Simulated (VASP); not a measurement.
# Lu (P6_3/mmc) in VASP: notebook, part 2 of 2

VASP 6.6.1. Earlier steps stand in the parts before.

## (3) Single point, PBE

File INCAR:

```
SYSTEM = Lu
  PREC = Accurate
  ENCUT = 900
  EDIFF = 1E-8
  ISMEAR = 0
  SIGMA = 0.05
  LREAL = .False.
  LASPH = .True.
  NELM = 100
  ALGO = Normal
  ISIF = 2
  LWAVE = .False.
  LCHARG = .False.
  GGA = PE
  ADDGRID = .False.
```

File KPOINTS:

```
regular mesh
0
Gamma
  21 21 12
  0 0 0
```

File POSCAR:

```
Lu
1.0
    3.5031000000      0.0000000000      0.0000000000
   -1.7515500000      3.0337735920      0.0000000000
    0.0000000000      0.0000000000      5.5509000000
Lu
2
Direct
    0.6483880000      0.2977880000      0.7516770000
    0.3414390000      0.6668870000      0.2457360000
```

Potentials or basis: VASP PAW PBE potentials, release 64 (Lu_3), 4f in core.

Command:

```bash
> cat potpaw_PBE.64/Lu_3/POTCAR > POTCAR
> mpirun -np 1 vasp_std > vasp.out
```

OUTCAR:

```text
SYSTEM = Lu
   PREC = Accurate
   ENCUT = 900
   EDIFF = 1E-8
   ISMEAR = 0
   LREAL = .False.
   LASPH = .True.
   NELM = 100
   ISIF = 2
   GGA = PE

 ion  position               nearest neighbor table
   1  0.648  0.298  0.752-   2 3.34   2 3.40   2 3.43   2 3.46   2 3.48   2 3.51
   2  0.341  0.667  0.246-   1 3.34   1 3.40   1 3.43   1 3.46   1 3.48   1 3.51

  LATTYP: Found a hexagonal cell.
 ALAT       =     3.5031000000
 C/A-ratio  =     1.5845679541

  Lattice vectors:

[... 575 lines left out ...]

  FORCE on cell =-STRESS in cart. coord.  units (eV):
  Direction    XX          YY          ZZ          XY          YZ          ZX
  --------------------------------------------------------------------------------------
  -------------------------------------------------------------------------------------
  Total       -0.0253034      0.2134818     -0.2914973     -0.0340834     -0.0219663     -0.0033200
  in kB       -0.6872123      5.7979221     -7.9167325     -0.9256655     -0.5965785     -0.0901686
  external PRESSURE =      -0.9353409 kB  Pullay stress =       0.0000000 kB

 VOLUME and BASIS-vectors are now :
 -----------------------------------------------------------------------------
  energy-cutoff  :      900.00
  volume of cell :       58.99
      direct lattice vectors                 reciprocal lattice vectors
     3.503100000  0.000000000  0.000000000     0.285461448  0.164811244  0.000000000
    -1.751550000  3.033773592  0.000000000     0.000000000  0.329622488  0.000000000
     0.000000000  0.000000000  5.550900000     0.000000000  0.000000000  0.180150967

 POSITION                                       TOTAL-FORCE (eV/Angst)
 -----------------------------------------------------------------------------------
      1.74978      0.90342      4.17248         0.036395      0.163041     -0.141001
      0.02801      2.02318      1.36406        -0.036395     -0.163041      0.141001
 -----------------------------------------------------------------------------------
    total drift:                                0.000000      0.000000     -0.000000

  FREE ENERGIE OF THE ION-ELECTRON SYSTEM (eV)
  ---------------------------------------------------
  free  energy   TOTEN  =        -8.8952104897 eV

  energy  without entropy=       -8.8907903365  energy(sigma->0) =       -8.89300041
```

OSZICAR:

```text
N       E                     dE             d eps       ncg     rms          rms(c)
DAV:   1     0.668721652997E+02    0.66872E+02   -0.10802E+04107664   0.216E+03
DAV:   2    -0.553608896013E+01   -0.72408E+02   -0.71126E+02117431   0.824E+02
DAV:   3    -0.875815630141E+01   -0.32221E+01   -0.30743E+01126819   0.815E+01
DAV:   4    -0.889833501818E+01   -0.14018E+00   -0.13244E+00128000   0.114E+01
DAV:   5    -0.890376506157E+01   -0.54300E-02   -0.53449E-02118703   0.222E+00    0.252E+01
DAV:   6    -0.888900665745E+01    0.14758E-01   -0.42223E-02119867   0.500E+00    0.150E+01
DAV:   7    -0.889530763221E+01   -0.63010E-02   -0.67907E-02112599   0.576E+00    0.388E-01
DAV:   8    -0.889530063450E+01    0.69977E-05   -0.40854E-03114826   0.977E-01    0.171E-01
DAV:   9    -0.889521366263E+01    0.86972E-04   -0.65145E-04115678   0.415E-01    0.349E-02
DAV:  10    -0.889521027935E+01    0.33833E-05   -0.43000E-05116015   0.100E-01    0.115E-02
DAV:  11    -0.889521035810E+01   -0.78745E-07   -0.22773E-06132243   0.300E-02    0.455E-03
DAV:  12    -0.889521047840E+01   -0.12030E-06   -0.65425E-08110891   0.287E-03    0.112E-03
DAV:  13    -0.889521049538E+01   -0.16986E-07   -0.18021E-09 68071   0.145E-03    0.405E-04
DAV:  14    -0.889521048973E+01    0.56491E-08   -0.75419E-10 64076   0.134E-03
   1 F= -.88952105E+01 E0= -.88930004E+01  d E =-.442015E-02
```

Run time: 32 min. Hardware: 1 thread of Intel Xeon 6975P-C (Granite Rapids), shared host; peak memory 3.8 GiB.

What came out:

| Item | Value |
| --- | --- |
| Free energy | -8.8952 eV |
| Pressure | -0.1 GPa |
| Largest force | 0.219 eV/Å |
| Band gap on the k mesh | none (metal or under the smearing width) |

Forces on the atoms (eV/Å):
```
Lu   0.036  0.163 -0.141
Lu  -0.036 -0.163  0.141
```

Stress tensor (GPa, compression positive):
```
-0.07 -0.09 -0.01
-0.09  0.58 -0.06
-0.01 -0.06 -0.79
```

Levels at points of the mesh, in eV from the Fermi level:
| k point | band 6 | band 7 | band 8 | band 9 | band 10 | band 11 | band 12 | band 13 |
| --- | --- | --- | --- | --- | --- | --- | --- | --- |
| (0.00, 0.00, 0.00) | -26.53 | -6.02 | -2.43 | 0.55 | 2.17 | 2.27 | 2.43 | 2.84 |
| (0.00, 0.00, 0.50) | -26.59 | -4.43 | -4.37 | 1.03 | 1.23 | 2.11 | 2.15 | 2.20 |

The run has no spin-orbit coupling, so splittings on Lu are missing.

## (4) Single point, PBE

Edit INCAR of step 3 so:

```diff
@@ -2,6 +2,6 @@
   PREC = Accurate
-  ENCUT = 900
-  EDIFF = 1E-8
+  ENCUT = 250
+  EDIFF = 1E-6
   ISMEAR = 0
-  SIGMA = 0.05
+  SIGMA = 0.1
   LREAL = .False.
```

File KPOINTS:

```
regular mesh
0
Gamma
  3 3 2
  0 0 0
```

File POSCAR:

```
Lu
1.0
    3.5031000000      0.0000000000      0.0000000000
   -1.7515500000      3.0337735920      0.0000000000
    0.0000000000      0.0000000000      5.5509000000
Lu
2
Direct
    0.6666666667      0.3333333333      0.7500000000
    0.3333333333      0.6666666667      0.2500000000
```

Potentials or basis: VASP PAW PBE potentials, release 64 (Lu_3), 4f in core.

Command:

```bash
> cat potpaw_PBE.64/Lu_3/POTCAR > POTCAR
> mpirun -np 1 vasp_std > vasp.out
```

OUTCAR:

```text
SYSTEM = Lu
   PREC = Accurate
   ENCUT = 250
   EDIFF = 1E-6
   ISMEAR = 0
   LREAL = .False.
   LASPH = .True.
   NELM = 100
   ISIF = 2
   GGA = PE

 Found      6 irreducible k-points:

 Following reciprocal coordinates:
            Coordinates               Weight
  0.000000  0.000000  0.000000      1.000000
  0.333333  0.000000  0.000000      6.000000
  0.333333  0.333333  0.000000      2.000000
  0.000000  0.000000  0.500000      1.000000
  0.333333  0.000000  0.500000      6.000000
  0.333333  0.333333  0.500000      2.000000
   k-points           NKPTS =      6   k-points in BZ     NKDIM =      6   number of bands    NBANDS=     13
   number of dos      NEDOS =    301   number of ions     NIONS =      2
   total plane-waves  NPLWV =   9720
   dimension x,y,z NGX =    18 NGY =   18 NGZ =   30
   dimension x,y,z NGXF=    36 NGYF=   36 NGZF=   60
   ions per type =               2
   NGX,Y,Z   is equivalent  to a cutoff of   8.54,  8.54,  8.98 a.u.
   NGXF,Y,Z  is equivalent  to a cutoff of  17.08, 17.08, 17.97 a.u.
 SYSTEM =  Lu
   PREC   = accura    normal or accurate (medium, high low for compatibility)
   ISTART =      0    job   : 0-new  1-cont  2-samecut
   ICHARG =      2    charge: 1-file 2-atom 10-const
   ISPIN  =      1    spin polarized calculation?
   LNONCOLLINEAR =      F non collinear calculations
   LSORBIT =      F    spin-orbit coupling
   LASPH  =      T    aspherical Exc in radial PAW
   ENCUT  =  250.0 eV  18.37 Ry    4.29 a.u.   4.52  4.52  7.16*2*pi/ulx,y,z
[... 139 lines left out ...]
  band No.  band energies     occupation
      1     -24.1722      2.00000
      2     -24.1722      2.00000
      3     -24.0724      2.00000
      4     -24.0724      2.00000
      5     -23.8385      2.00000
      6     -23.8385      2.00000
      7       2.1800      2.00000
      8       2.1800      2.00000
      9       2.3593      2.00000
     10       2.3593      2.00000
     11       3.0838      0.00273
     12       3.0838      0.00273
     13       6.0933      0.00000

------------------------ aborting loop because EDIFF is reached ----------------------------------------

  FORCE on cell =-STRESS in cart. coord.  units (eV):
  Direction    XX          YY          ZZ          XY          YZ          ZX
  --------------------------------------------------------------------------------------
  -------------------------------------------------------------------------------------
  Total        0.1963831      0.1963831     -1.0619848      0.0000000      0.0000000      0.0000000
  in kB        5.3335405      5.3335405    -28.8422932      0.0000000      0.0000000      0.0000000
  external PRESSURE =      -6.0584041 kB  Pullay stress =       0.0000000 kB

 VOLUME and BASIS-vectors are now :
 -----------------------------------------------------------------------------
  energy-cutoff  :      250.00
  volume of cell :       58.99
      direct lattice vectors                 reciprocal lattice vectors
     3.503100000  0.000000000  0.000000000     0.285461448  0.164811244  0.000000000
    -1.751550000  3.033773592  0.000000000     0.000000000  0.329622488  0.000000000
     0.000000000  0.000000000  5.550900000     0.000000000  0.000000000  0.180150967

 POSITION                                       TOTAL-FORCE (eV/Angst)
 -----------------------------------------------------------------------------------
      1.75155      1.01126      4.16318        -0.000000     -0.000000      0.000000
     -0.00000      2.02252      1.38773         0.000000      0.000000      0.000000
 -----------------------------------------------------------------------------------
    total drift:                               -0.000000      0.000000     -0.000000

  FREE ENERGIE OF THE ION-ELECTRON SYSTEM (eV)
  ---------------------------------------------------
  free  energy   TOTEN  =        -8.7573916186 eV

  energy  without entropy=       -8.7253213270  energy(sigma->0) =       -8.74135647
```

It took 2.2 s on 1 thread of Intel Xeon 6975P-C (Granite Rapids), shared host; peak memory 0.12 GiB.

The run converged, but some of its settings lie outside the range that counts as converged, so its numbers aren't taken as properties of the crystal.

What came out:

| Property | Result |
| --- | --- |
| Free energy | -8.7574 eV |
| Pressure | -0.6 GPa |
| Band gap on the k mesh | none (metal or under the smearing width) |

Caveat: the k mesh is coarse (spacing up to 0.69 Å⁻¹), so the values aren't converged.

## (5) Single point, PBE

INCAR is that of step 4.

KPOINTS is that of step 4.

File POSCAR:

```
Lu
1.0
    3.5031000000      0.0000000000      0.0000000000
   -1.7515500000      3.0337735920      0.0000000000
    0.0000000000      0.0000000000      5.5509000000
Lu
2
Direct
    0.6483880000      0.2977880000      0.7516770000
    0.3414390000      0.6668870000      0.2457360000
```

Command:

```bash
> cat potpaw_PBE.64/Lu_3/POTCAR > POTCAR
> mpirun -np 1 vasp_std > vasp.out
```

Wall time 2.8 s (1 thread of Intel Xeon 6975P-C (Granite Rapids), shared host); peak memory 0.12 GiB.

The run converged, but some of its settings lie outside the range that counts as converged, so its numbers aren't taken as properties of the crystal.

What came out:

```
Free energy            : -8.7464 eV
Pressure               : -0.7 GPa
Largest force          : 0.221 eV/Å
Band gap on the k mesh : none (metal or under the smearing width)
```

Caveat: the k mesh is coarse (spacing up to 0.69 Å⁻¹), so the values aren't converged.
